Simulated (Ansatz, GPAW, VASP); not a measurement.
## SnSe2: programs and potentials compared

```
Sn Se
1.0
     3.81100    0.00000    0.00000
    -1.90550    3.30042    0.00000
     0.00000    0.00000    6.13600
Sn Se
1 2
Cartesian
  0.0000 0.0000 0.0000
  1.9055 1.1001 4.6081
  0.0000 2.2003 1.5279
```

Alike in all runs: task single point; functional PBE; k mesh 8 × 8 × 5; occupations gaussian, width 0.015 eV; no spin polarisation; no spin-orbit coupling. Pressure is positive in compression and, in plane waves, holds the error of the finite cutoff, which Ansatz's Pulay term estimates and takes out.

| program and potentials | plane-wave cutoff (eV) | notes | pressure (GPa) | largest force (eV/Å) |
| --- | --- | --- | --- | --- |
| Ansatz, Ansatz PAW | 420 | 15.33 valence electrons an atom on average; Pulay term of +0.04 GPa included | 5.54 | 0.787 |
| GPAW, GPAW PAW data sets (gpaw-data 1.2.1) | 600 | 8.67 valence electrons an atom on average | 5.32 | 0.760 |
| VASP, PBE PAW files Se, Sn_d, 520 eV | 520 | 8.67 valence electrons an atom on average | 5.63 | 0.804 |

Force on atom 2 (Se), eV/Å:

```
                    program and potentials      x      y       z
                        Ansatz, Ansatz PAW  0.000  0.000  -0.787
GPAW, GPAW PAW data sets (gpaw-data 1.2.1)  0.000  0.000  -0.760
      VASP, PBE PAW files Se, Sn_d, 520 eV  0.000  0.000  -0.804
```

The pressure spans 5.32 (GPAW, GPAW PAW data sets (gpaw-data 1.2.1)) to 5.63 GPa (VASP, PBE PAW files Se, Sn_d, 520 eV). The atoms of the given cell lie far from their minimum at this level.

Differences between rows come from potentials, basis sets and numerical settings, since the functional is the same but for its coding. Runs on potential files found faulty are left out.
